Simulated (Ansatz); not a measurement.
# Li: properties of a relaxed candidate

This session takes a relaxed cell of Li and sets out to repeat the electronic structure at other levels of theory.

Method: DFT PBE, scalar-relativistic, plane waves, PAW, unless a step names another level, in Ansatz 0.2.0.

1 further run of the same task is left out (set aside as unsound or not needed).

### 1 The starting structure

Symmetry: P6_3/mmc, No. 194, hexagonal system. The conventional cell has a = 3.059 Å, b = 3.059 Å, c = 4.988 Å, α = 90.00°, β = 90.00°, γ = 120.00°. Li (site symmetry -6m2) is surrounded by 12 Li at 3.06 Å.

Structure file:

```xyz
2
Lattice="3.0593 0.0000 0.0000 -1.5297 2.6494 0.0000 0.0000 0.0000 4.9877" Properties=species:S:1:pos:R:3 pbc="T T T"
Li    0.0000    1.7663    1.2469
Li    1.5297    0.8831    3.7408
```

The cell was relaxed beforehand at this level, from a generated guess; it is a trial structure. At a tolerance of 0.05 Å it has space group P6_3/mmc (No. 194); it has 20.21 Å³/atom, an uncorrected energy of -0.00 eV/atom over the standard state and, on its mesh, gap none (metal).

### 2 Level of theory: r2SCAN

Input file input.yaml:

```yaml
crystal:
  lattice:
    - [3.0593098315, 0.0, 0.0]
    - [-1.5296549157, 2.6494400321, 0.0]
    - [0.0, 0.0, 4.9876809184]
  atoms:
    - { symbol: Li, position: [0.3333333333, 0.6666666667, 0.25] }
    - { symbol: Li, position: [0.6666666667, 0.3333333333, 0.75] }
basis:
  ecutwfc: 500
kpoints:
  mp_grid: { grid: [21, 21, 12] }
  band_path:
    path:
      - [[0.0, 0.0, 0.0], [0.5, 0.0, 0.0], [0.33333333, 0.33333333, 0.0], [0.0, 0.0, 0.0], [0.0, 0.0, 0.5], [0.5, 0.0, 0.5], [0.33333333, 0.33333333, 0.5], [0.0, 0.0, 0.5]]
      - [[0.5, 0.0, 0.5], [0.5, 0.0, 0.0]]
      - [[0.33333333, 0.33333333, 0.5], [0.33333333, 0.33333333, 0.0]]
    npoints: 14
hamiltonian:
  xc: r2scan
scf:
  occupations: { method: gaussian, width: 0.1 }
  n_extra_bands: 6
output:
  forces: true
  stress: true
  eigenvalues: true
  populations: true
  dos: { projected: true, de: 0.02, nscf_kmesh: { grid: [26, 26, 15] } }
  bader: true
  write_density: true
  write_potential: true
  elf: true
  volumetric_format: npy
```

Started as:

```bash
> ansatz run input.yaml --threads 1 --pin off --max-ram 2048MiB --backend cpu --events-out ev --progress --plain --runs-dir out
```

**Question.** What will these runs give? Wanted: gap; states at the Fermi level.

**Answer**, as computed:

| quantity | value |
| --- | --- |
| gap (r2SCAN) | none (metal) |
| states at the Fermi level (r2SCAN) | 0.92 per eV per cell |

All levels find a metal. At this fixed cell r2SCAN gives 0.5 GPa, so it would relax to a larger volume. r2SCAN cost 3.5 times the CPU time of PBE on a shared host.
